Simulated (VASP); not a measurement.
A run of VASP 6.6.1 is set up as follows.

INCAR

```
ALGO = Normal
EDIFF = 1E-5
ENCUT = 520
GGA = PE
IBRION = 0
ISIF = 2
ISMEAR = -1
ISYM = 0
IVDW = 12
LANGEVIN_GAMMA = 20 20 20
LASPH = T
LCHARG = F
LREAL = Auto
LWAVE = F
MDALGO = 3
NELM = 80
NELMIN = 4
NSW = 40
POTIM = 0.5
PREC = Accurate
RANDOM_SEED = 962264 0 0
SIGMA = 0.02
TEBEG = 350.0
TEEND = 350.0
```

File KPOINTS:

```
k-points
0
Gamma
  1 1 1
```

Contents of POSCAR:

```
H10CO5
1.0
    5.4614380000      0.0000000000      0.0000000000
    0.0000000000      5.4614380000      0.0000000000
    0.0000000000      0.0000000000      5.4614380000
O H C
5 10 1
Direct
    0.7091756600      0.7378086100      1.1588895000
    0.1473057000      0.0927052800      0.5759211300
    0.8194000700      0.4657383100      0.7034287700
    0.5166755800      0.1301481300     -0.1167318500
    0.2155457200      0.4136851100      0.1606041200
    0.6490745200      0.8867958200      1.0750511400
    0.7639689700      0.6391128400      1.0176580600
    0.0312566600      0.2192628600      0.6357616200
    0.1883531000      0.1563898400      0.4137348800
    0.6915139100      0.3416511900      0.7482368400
    0.7600492300      0.5525329000      0.5591989900
    0.4257885700      0.2331413200     -0.0008593600
    0.3844843600      0.0955617500     -0.2419576200
    0.2270846300      0.7864843900      0.1615802100
    0.2884725500      0.6233527300      0.4625544200
    0.2495299800      0.6107243400      0.2622029500
```

Potentials or basis: VASP PAW PBE potentials, release 64 (O, H, C).

Run with:

```console
$ cat potpaw_PBE.64/O/POTCAR potpaw_PBE.64/H/POTCAR potpaw_PBE.64/C/POTCAR > POTCAR
$ mpirun -np 1 vasp_gam > vasp.out
```

Q: What does it give for the dispersion energy per atom?

A: -0.038 eV.

Step by step:
| step | potential energy change (eV) | largest force (eV/Å) | pressure (GPa) | volume (Å³) | temperature (K) |
| --- | --- | --- | --- | --- | --- |
| 1 | 0.0000 | 0.5611 | -0.57 | 162.90 | 377 |
| 2 | 0.0135 | 0.7314 | -0.65 | 162.90 | 373 |
| 3 | 0.0453 | 1.2960 | -0.90 | 162.90 | 371 |
| 4 | 0.0903 | 1.7360 | -1.25 | 162.90 | 360 |
| 5 | 0.1354 | 1.8586 | -1.53 | 162.90 | 344 |
| 6 | 0.1777 | 1.8613 | -1.82 | 162.90 | 331 |
| 7 | 0.2120 | 1.9486 | -2.07 | 162.90 | 307 |
| 8 | 0.2346 | 1.8743 | -2.25 | 162.90 | 291 |
| 9 | 0.2509 | 1.7257 | -2.36 | 162.90 | 282 |
| 10 | 0.2659 | 1.6064 | -2.37 | 162.90 | 273 |
| 11 | 0.2782 | 1.5544 | -2.27 | 162.90 | 266 |
| 12 | 0.2866 | 1.4359 | -2.07 | 162.90 | 262 |
| 13 | 0.2940 | 1.2726 | -1.71 | 162.90 | 268 |
| 14 | 0.3039 | 1.6815 | -1.33 | 162.90 | 269 |
| 15 | 0.3135 | 1.8024 | -0.93 | 162.90 | 268 |
| 16 | 0.3153 | 1.6870 | -0.59 | 162.90 | 284 |
| 17 | 0.3123 | 1.5972 | -0.27 | 162.90 | 288 |
| 18 | 0.3084 | 1.7336 | -0.16 | 162.90 | 281 |
| 19 | 0.3158 | 1.7469 | -0.01 | 162.90 | 273 |
| 20 | 0.3233 | 1.4345 | -0.14 | 162.90 | 263 |
| 21 | 0.3413 | 1.1931 | -0.30 | 162.90 | 249 |
| 22 | 0.3682 | 1.3389 | -0.55 | 162.90 | 237 |
| 23 | 0.3996 | 1.5284 | -0.87 | 162.90 | 222 |
| 24 | 0.4318 | 1.6241 | -1.15 | 162.90 | 209 |
| 25 | 0.4608 | 1.6208 | -1.45 | 162.90 | 192 |
| 26 | 0.4858 | 1.4975 | -1.80 | 162.90 | 176 |
| 27 | 0.4987 | 1.5042 | -2.05 | 162.90 | 167 |
| 28 | 0.5040 | 1.4963 | -2.21 | 162.90 | 164 |
| 29 | 0.5035 | 1.3602 | -2.23 | 162.90 | 171 |
| 30 | 0.4970 | 1.3057 | -2.09 | 162.90 | 185 |
| 31 | 0.4985 | 1.2735 | -1.82 | 162.90 | 186 |
| 32 | 0.5006 | 1.6115 | -1.44 | 162.90 | 183 |
| 33 | 0.5102 | 1.9258 | -1.01 | 162.90 | 179 |
| 34 | 0.5219 | 2.0653 | -0.52 | 162.90 | 169 |
| 35 | 0.5298 | 2.0994 | -0.18 | 162.90 | 152 |
| 36 | 0.5273 | 2.0014 | 0.16 | 162.90 | 142 |
| 37 | 0.5135 | 1.7744 | 0.36 | 162.90 | 148 |
| 38 | 0.4891 | 1.5762 | 0.52 | 162.90 | 166 |
| 39 | 0.4649 | 1.2922 | 0.54 | 162.90 | 176 |
| 40 | 0.4478 | 1.3670 | 0.50 | 162.90 | 189 |

Caveat: the standard files for N, O and F lose accuracy on very short bonds.
